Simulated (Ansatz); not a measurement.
# CdO (Monteponite) (Fm-3m) in Ansatz: relaxation of cell and atoms with PBEsol+D3(BJ)+ATM

Aim: the relaxation of cell and atoms of CdO (Monteponite) with PBEsol+D3(BJ)+ATM.

Program: Ansatz 0.2.0. These are calculated values, not measurements. Logs are shortened: lines on timing, memory, paths and dates and some standing lists are left out, and cuts for length are marked.

**1. Starting point**

The structure is cubic, space group Fm-3m (No. 225). Conventional cell: a = 4.699 Å, b = 4.699 Å, c = 4.699 Å, α = 90.00°, β = 90.00°, γ = 90.00°. Around Cd (site symmetry m-3m) lie 6 O at 2.35 Å. Around O (site symmetry m-3m) lie 6 Cd at 2.35 Å.

**2. Relaxation of cell and atoms, PBEsol+D3(BJ)+ATM, collinear spin, random start**

File input.yaml:

```yaml
crystal:
  lattice:
    - [0.0, 2.3495, 2.3495]
    - [2.3495, 0.0, 2.3495]
    - [2.3495, 2.3495, 0.0]
  atoms:
    - { symbol: Cd, position: [0.0, 0.0, 0.0], spin: 0.17 }
    - { symbol: O, position: [0.5, 0.5, 0.5] }
kpoints:
  mp_grid: { grid: [10, 10, 10] }
scf:
  occupations: { method: cold, width: 0.15 }
hamiltonian:
  xc: pbesol
  dispersion: d3bjatm
  pseudopotentials: { kind: all_electron, lapw: { basis_error: 0.0005 } }
magnetization:
  spin_polarized: true
output:
  forces: true
  stress: true
relax:
  f_tol: 0.01
  max_steps: 60
  cell: {}
```

Potentials or basis: all-electron LAPW, scalar-relativistic.

The run is started by

```bash
ansatz run input.yaml --threads 1 --pin off --max-ram 2560MiB --backend cpu --events-out ev --progress --plain --runs-dir out
```

The log of the run:

```text
Warning: RAYON_NUM_THREADS=1 ignored (pool sized by the plan → 1); use --threads N
The last accepted step is kept in <dir> (removed where the run ends without a failure and the disk answers)
LAPW: plane waves up to 9.609 Å⁻¹, error target 5.0e-4 eV per atom; small_component_spin mean_spin; O in spheres of 1.016 Å, 8 of its electrons in bands, Dirac shells []; Cd in spheres of 1.263 Å, 30 of its electrons in bands, Dirac shells [] (how accurate: hamiltonian.pseudopotentials.lapw.basis_error, Limitations)
Engine: ansatz 0.2.0, x86_64-unknown-linux-gnu
Pseudopotentials: kind: all_electron
Pseudopotential: Cd, LAPW, valence charge 30, lapw/all_electron/scalar/gaussian/Cd, Koelling and Harmon's equation, gaussian nucleus
Pseudopotential: O, LAPW, valence charge 8, lapw/all_electron/scalar/gaussian/O, Koelling and Harmon's equation, gaussian nucleus
Functional definition: PBEsol
  exchange = pbesol_x
  correlation = pbesol_c
Crystal: 2 atoms, lattice volume = 25.939 Å³
Basis set: ecut = 351.786582475807 eV, 387 PW (Γ), exchange–correlation at level 2
Bands: 24, of which v1, the nominal top of the filled ones, is band 19 counted from 1 (18 counted from 0)
Symmetry: 48 space group operations
Space group: Fm-3m (ITA 225), of the structure as read, at distance tolerance 3.0e-5 Å
Magnetic group: BNS 225.116 (UNI 1618), of the structure as read, at distance tolerance 3.0e-5 Å
k-points: 47 of 1000
Non-local potential: Cd, projectors of the file, none
Non-local potential: O, projectors of the file, none
Initial density: superposition of atomic densities (chi_scale 0.1, normalization cell, long waves kept (reshape's long-wave potential 0.00 eV rms))
Starting moments: Σ|m| = 0.17 μB on 1 of 2 sites
Initial wavefunctions: plane waves of lowest kinetic energy (no species holds an atomic orbital)
Functional: x = pbesol(κ = 0.804, μ = 0.12345679012345678), c = pbesol(β = 0.046)
iter 1 solved again at ethr=8.58e-3 eV; its pass at ethr=1.00e-1 eV (dr2=3.26e0 eV) is discarded
SCF iter   1: F=—  HF=-154208.529697 eV  |F-HF|=—  |Δ(HF+E_count)|=         —  Δρ=4.95e-2 (↑4.95e-2 ↓4.62e-2)  dr2=3.26e0  dr2_m=5.49e-3  M=0.000 μB ∫|m|=0.008 μB  β_m=0.30  ethr=8.58e-3  ⟨swp⟩=2.0  Hψ=13231  notcnv=0
preconditioner: auto → none  [insulator: Δε(μ)=0.886 eV  Ē_g=16.979 eV  σ=0.150 eV  W_gap=1.00  n_scr=14 (ndim 8)  ℏωp=30.9 eV  f_vac=0.003  D(μ)=-0.00/eV (n_scr^D=0)  ε∞_Penn≈4.3]
iter 2 solved again at ethr=2.32e-4 eV; its pass at ethr=8.58e-3 eV (dr2=8.81e-2 eV) is discarded
SCF iter   2: F=—  HF=-154206.960619 eV  |F-HF|=—  |Δ(HF+E_count)|=    1.57e0  S|Δr|=   8.50e-5  Δρ=1.02e-2 (↑1.02e-2 ↓7.34e-3)  dr2=8.79e-2  dr2_m=2.66e-3  M=0.003 μB ∫|m|=0.006 μB  β_m=0.30  ethr=2.32e-4  ⟨swp⟩=2.0  Hψ=10816  notcnv=0
SCF iter   3: F=—  HF=-154206.920152 eV  |F-HF|=—  |Δ(HF+E_count)|=         —  Δρ=8.14e-3 (↑8.14e-3 ↓6.05e-3)  dr2=6.58e-2  dr2_m=1.34e-3  M=0.002 μB ∫|m|=0.005 μB  β_m=0.30  ethr=2.31e-4  ⟨swp⟩=2.0  Hψ=6300  notcnv=0
the basis was enlarged: its passes take 104.8 KiB over the memory plan, 2 of 2 planned eigensolver slots
SCF iter   4: F=—  HF=-154206.897579 eV  |F-HF|=—  |Δ(HF+E_count)|=   2.26e-2  S|Δr|=    0.00e0  Δρ=1.90e-3 (↑1.90e-3 ↓1.59e-3)  dr2=1.41e-4  dr2_m=6.73e-4  M=0.001 μB ∫|m|=0.004 μB  β_m=0.30  ethr=1.73e-4  ⟨swp⟩=2.0  Hψ=6265  notcnv=0
SCF iter   5: F=—  HF=-154206.897662 eV  |F-HF|=—  |Δ(HF+E_count)|=   8.32e-5  S|Δr|=    0.00e0  Δρ=1.28e-3 (↑1.28e-3 ↓1.15e-3)  dr2=5.39e-5  dr2_m=3.39e-4  M=0.001 μB ∫|m|=0.003 μB  β_m=0.30  ethr=3.72e-7  ⟨swp⟩=2.2  Hψ=6330  notcnv=0
SCF iter   6: F=—  HF=-154206.897815 eV  |F-HF|=—  |Δ(HF+E_count)|=   1.53e-4  S|Δr|=    0.00e0  Δρ=8.56e-4 (↑8.46e-4 ↓8.56e-4)  dr2=2.62e-6  dr2_m=1.70e-4  M=0.001 μB ∫|m|=0.002 μB  β_m=0.30  ethr=1.42e-7  ⟨swp⟩=2.0  Hψ=6300  notcnv=0
Mixer restart at iter 6: flushing history
spin-set hold released at iteration 6 (site moments contracting): the magnetisation degrees of freedom join the quasi-Newton model from the next iteration; the mixer history was flushed
SCF iter   7: F=—  HF=-154206.897877 eV  |F-HF|=—  |Δ(HF+E_count)|=   6.17e-5  S|Δr|=    0.00e0  Δρ=6.08e-4 (↑6.08e-4 ↓5.99e-4)  dr2=1.56e-6  dr2_m=8.58e-5  M=0.000 μB ∫|m|=0.002 μB  β_m=0.65  ethr=6.89e-9  ⟨swp⟩=2.1  Hψ=6312  notcnv=0
SCF iter   8: F=—  HF=-154206.897946 eV  |F-HF|=—  |Δ(HF+E_count)|=   6.93e-5  S|Δr|=    0.00e0  Δρ=5.85e-5 (↑3.24e-5 ↓5.85e-5)  dr2=2.69e-6  dr2_m=4.25e-8  M=-0.000 μB ∫|m|=0.000 μB  β_m=0.51  ethr=4.11e-9  ⟨swp⟩=3.0  Hψ=7005  notcnv=0
[...]
SCF 1 converged in 13 iterations: F = -154206.897943 eV  dr2 = 5.57e-12
[...]
SCF 2 converged in 5 iterations: F = -154206.904598 eV  dr2 = 3.34e-8
relax step   2: F+E_penalty+E_count = -154206.90459769 eV  Δ(F+E_penalty+E_count) = -6.654e-3 eV  max|allowed force component| = 1.331e-30 eV/Å  Δτ_max = 0.0000 Å  P = +0.790 GPa  Ω = 25.190 Å³  (5 SCF iters, accepted)
Crystal: 2 atoms, lattice volume = 25.324 Å³
Basis set: ecut = 357.45740713294396 eV, 387 PW (Γ), exchange–correlation at level 2
iter 1 solved again at ethr=1.30e-8 eV; its pass at ethr=1.00e-1 eV (dr2=4.94e-6 eV) is discarded
SCF iter   1: F=—  HF=-154206.904917 eV  |F-HF|=—  |Δ(HF+E_count)|=         —  Δρ=7.61e-5 (↑7.61e-5 ↓7.61e-5)  dr2=7.14e-6  dr2_m=3.30e-14  M=0.000 μB ∫|m|=0.000 μB  β_m=0.30  ethr=1.30e-8  ⟨swp⟩=5.0  Hψ=12275  notcnv=0
preconditioner: auto → none  [insulator: Δε(μ)=0.559 eV  Ē_g=17.011 eV  σ=0.150 eV  W_gap=0.62  n_scr=14 (ndim 8)  ℏωp=31.3 eV  f_vac=0.036  D(μ)=0.42/eV (n_scr^D=0)  ε∞_Penn≈4.4]
SCF iter   2: F=—  HF=-154206.904913 eV  |F-HF|=—  |Δ(HF+E_count)|=   4.50e-6  S|Δr|=    0.00e0  Δρ=4.32e-5 (↑4.32e-5 ↓4.31e-5)  dr2=2.14e-6  dr2_m=2.37e-14  M=0.000 μB ∫|m|=0.000 μB  β_m=0.43  ethr=1.30e-8  ⟨swp⟩=2.0  Hψ=6300  notcnv=0
SCF iter   3: F=—  HF=-154206.904911 eV  |F-HF|=—  |Δ(HF+E_count)|=   1.28e-6  S|Δr|=    0.00e0  Δρ=1.77e-5 (↑1.77e-5 ↓1.77e-5)  dr2=4.31e-7  dr2_m=1.07e-14  M=0.000 μB ∫|m|=0.000 μB  β_m=0.45  ethr=5.62e-9  ⟨swp⟩=2.0  Hψ=6300  notcnv=0
iter 4 solved again at ethr=6.53e-11 eV; its pass at ethr=1.13e-9 eV (dr2=2.48e-8 eV) is discarded
SCF iter   4: F=-154206.904911 eV  HF=-154206.904911 eV  |F-HF|=4.82e-8  |Δ(HF+E_count)|=   1.32e-7  S|Δr|=    0.00e0  Δρ=5.17e-6 (↑5.17e-6 ↓5.16e-6)  dr2=2.48e-8  dr2_m=5.15e-15  M=0.000 μB ∫|m|=0.000 μB  ethr=6.53e-11  ⟨swp⟩=2.0  Hψ=10832  notcnv=0
the starting moments were not kept: the SCF closed with an absolute magnetisation of 1.5e-7 μB, where they sum to 0.17 μB in size (1 site). That is at most 0.1 of that sum. Measured as dr2_m measures the in/out step, that magnetisation stands 4.5e-15 eV from none, at or under the dr2_threshold of 1.0e-7 eV: it is no larger than a step whose dr2_m would equal this threshold.
SCF 3 converged in 4 iterations: F = -154206.904911 eV  dr2 = 2.48e-8
relax step   3: F+E_penalty+E_count = -154206.90491118 eV  Δ(F+E_penalty+E_count) = -3.135e-4 eV  max|allowed force component| = 9.286e-31 eV/Å  Δτ_max = 0.0000 Å  P = -0.036 GPa  Ω = 25.324 Å³  (4 SCF iters, accepted)
iter 1 solved again at ethr=6.12e-11 eV; its pass at ethr=1.00e-1 eV (dr2=2.32e-8 eV) is discarded
SCF iter   1: F=—  HF=-154206.904911 eV  |F-HF|=—  |Δ(HF+E_count)|=         —  Δρ=5.17e-6 (↑5.17e-6 ↓5.17e-6)  dr2=2.48e-8  dr2_m=5.16e-15  M=0.000 μB ∫|m|=0.000 μB  β_m=0.30  ethr=6.12e-11  ⟨swp⟩=4.5  Hψ=11487  notcnv=0
preconditioner: auto → none  [insulator: Δε(μ)=0.560 eV  Ē_g=17.013 eV  σ=0.150 eV  W_gap=0.62  n_scr=14 (ndim 8)  ℏωp=31.3 eV  f_vac=0.036  D(μ)=0.42/eV (n_scr^D=0)  ε∞_Penn≈4.4]
SCF iter   2: F=-154206.904911 eV  HF=-154206.904911 eV  |F-HF|=5.53e-10  |Δ(HF+E_count)|=   1.32e-8  S|Δr|=    0.00e0  Δρ=2.62e-6 (↑2.62e-6 ↓2.62e-6)  dr2=7.58e-9  dr2_m=3.72e-15  M=0.000 μB ∫|m|=0.000 μB  ethr=6.12e-11  ⟨swp⟩=2.4  Hψ=6354  notcnv=0
the starting moments were not kept: the SCF closed with an absolute magnetisation of 1.2e-7 μB, where they sum to 0.17 μB in size (1 site). That is at most 0.1 of that sum. Measured as dr2_m measures the in/out step, that magnetisation stands 3.1e-15 eV from none, at or under the dr2_threshold of 1.0e-7 eV: it is no larger than a step whose dr2_m would equal this threshold.
SCF 4 converged in 2 iterations: F = -154206.904911 eV  dr2 = 7.58e-9
relax step   4: F+E_penalty+E_count = -154206.90491118 eV  Δ(F+E_penalty+E_count) = -1.717e-9 eV  max|allowed force component| = 5.608e-31 eV/Å  Δτ_max = 0.0000 Å  P = -0.037 GPa  Ω = 25.324 Å³  stress off target by 3.70e-2 GPa  SCF on the basis re-selected at this cell (its energy is not comparable with the rows above)  (2 SCF iters)
basis re-selected at this cell: Δ(F+E_penalty+E_count) = -1.717e-9 eV, ΔP = -0.001 GPa vs the last step (what re-selecting the basis moved, after the strain that the cell walked since its last selection, with what the two solves' SCF thresholds leave and, on support functions, any second-order correction that the steps lacked; it is no measure of the basis error at this ecutwfc). This SCF's stress stands 3.70e-2 GPa from its target on what of the cell is left free (relax.cell.stress_tol is 5.00e-2 GPa) and its largest allowed force component is 5.61e-31 eV/Å (relax.f_tol is 1.00e-2 eV/Å): within both
SCF converged after 2 iterations
Stability not checked: this state was not tested for a lower state beside it, because cold or Methfessel-Paxton smearing, or corrected tetrahedra, fill the levels in a way that the test cannot read (fill_not_monotonic; see scf.lower_state_search)
Magnetization: 0.0000 μB (19.0000 up, 19.0000 down)
Absolute magnetization: 0.0000 μB (∫|ρ↑−ρ↓|)
Spin contamination: 0.0000 ħ² per cell (⟨S²⟩ above its minimum at these occupations)
Per-site moments (μB) at R_I (Å): [(-2.090427386747251e-9, 1.252784848312915), (7.769869414531172e-8, 1.0080803159398963)]
Free energy (F): -154206.904911 eV
Harris-Foulkes:  -154206.904911 eV  (|F-HF|=5.53e-10)
Internal energy: -154206.908718 eV  (E = F + TS)
E sigma→0 (E₀):  -154206.906180 eV
Entropy (-TS):   0.003806 eV (1.903 meV/atom)
Fermi energy:    14.079148 eV
--- Per-component energies (eV) ---
  E_band       = -5031.939342
  E_kinetic    = 161427.307618
  E_xc         = -4365.025184
  E_electrostatic = -311268.723179  (all electrons and nuclei)
  E_disp       = -0.467972  (pairwise vdW)
  E_smearing   = 0.003806  (= −TS)
  E_closure    = 0.000000  (closes the sum)
  E_atoms      = -154197.890198  (free atoms, spherical and without spin; not in F)
  Σ components = -154206.904911   (vs F -154206.904911, Δ=0.00e0)
  Basis errors (estimates in eV, not in F): energy 1.8e-4 per atom: plane waves 1.7e-4 (9.3e-5 summed), levels above the bands 0.0e0, relativity 2.9e-8, radial functions 1.7e-5, core shells 1.4e-7; eigenvalues (radial functions only) 8.5e-5; not estimated: angular momenta, meshes, grids; target (lapw.basis_error) 5.0e-4; muffin-tin radii O 1.008 Å, Cd 1.253 Å
--- Forces (eV/Å), atoms counted from 1 ---
  atom   1  Cd     0.00000000    -0.00000000     0.00000000
  atom   2  O      0.00000000     0.00000000    -0.00000000
  max |Σ_I F_I| component: 1.08e-30 eV/Å
--- Stress (GPa, compression-positive) ---
       -0.037028       0.000000       0.000000
        0.000000      -0.037028       0.000000
        0.000000       0.000000      -0.037028
  P = ⅓ Tr σ = -0.0370 GPa (-0.370 kbar)
--- Relaxed structure (3 steps of the walk, 3 accepted, 1 SCFs on fresh bases) ---
  F+E_penalty+E_count = -154206.90491118 eV   max|allowed force component| = 5.608e-31 eV/Å   (the final SCF, on the basis selected at the relaxed cell)
  cell:  # Å, volume = 25.3244 Å³
    - [-4.649526980017226e-34, 2.3307888638580705, 2.3307888638580705]
    - [2.3307888638580705, -2.547686016447788e-35, 2.3307888638580705]
    - [2.3307888638580705, 2.3307888638580705, 2.9935310693261594e-34]
  atoms:
    - { symbol: Cd, position: [-1.3074946031719526e-36, 1.0673425332018263e-36, 2.6683563330032676e-36] }
    - { symbol: O, position: [0.5, 0.5, 0.5] }
```

It took 80 s on 1 thread of Intel Xeon Platinum 8259CL at 2.50GHz (Skylake/Cascade Lake), shared host; peak memory 0.51 GiB.

What came out:

```
Free energy                            : -154206.9049 eV
Relaxed volume                         : 12.66 Å³/atom
Relaxed cell                           : a = 3.296 Å, b = 3.296 Å, c = 3.296 Å, α = 60.00°, β = 60.00°, γ = 60.00°
Space group after relaxing (to 0.05 Å) : Fm-3m (No. 225)
Energy gained by relaxing              : 3.5 meV/atom
Ionic steps                            : 4
Pressure after relaxing                : 0.0 GPa
Net moment                             : 0.00 μB per cell
Absolute moment                        : 0.00 μB per cell
```

Step by step:
```csv
step,energy change (eV),largest force (eV/Å),volume (Å³)
1,0.0000,0.0000,25.94
2,-0.0067,0.0000,25.19
3,-0.0070,0.0000,25.32
4,-0.0070,0.0000,25.32
```

Final structure:
```
Cd O
1.0
     0.00000    2.33079    2.33079
     2.33079    0.00000    2.33079
     2.33079    2.33079    0.00000
Cd O
1 1
Direct
  0.00000 0.00000 0.00000
  0.50000 0.50000 0.50000
```

Caveat: the starting moments weren't kept.
